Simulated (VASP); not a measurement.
TiO2 (Rutile):

```xyz
6
Lattice="4.5927 0.0000 0.0000 0.0000 4.5927 0.0000 0.0000 0.0000 2.9417" Properties=species:S:1:pos:R:3 pbc="T T T"
Ti    0.0000    4.5927    2.9417
Ti    2.2964    2.2964    1.4709
O     1.3977    1.3977    0.0000
O     0.8987    3.6940    1.4709
O     3.1950    3.1950    2.9417
O     3.6940    0.8987    1.4709
```

Base run:

| Quantity | Value |
| --- | --- |
| Program | VASP 6.6.1 |
| Functional | HSE06 |
| Potentials or basis | VASP PAW PBE potentials, release 64 (Ti_sv, O) |
| Cutoff | 520 eV |
| k mesh | 4 × 4 × 6 |
| Occupations | gaussian, width 0.03 eV |
| Spin | no spin polarisation |

Its results: band gap on the k mesh 3.39 eV, direct; pressure -0.7 GPa; largest force 0.126 eV/Å.

Problem. After a change of settings the same cell gave: band gap on the k mesh 2.98 eV, direct; pressure 3.1 GPa; largest force 0.036 eV/Å. Which change was it?
A. functional from HSE06 to PBE
B. functional from HSE06 to PBE-EpsX
C. functional from HSE06 to PBE0

Solution. B.

Caveats: the PAW data sets were made with another functional, which shifts forces and pressure a little.
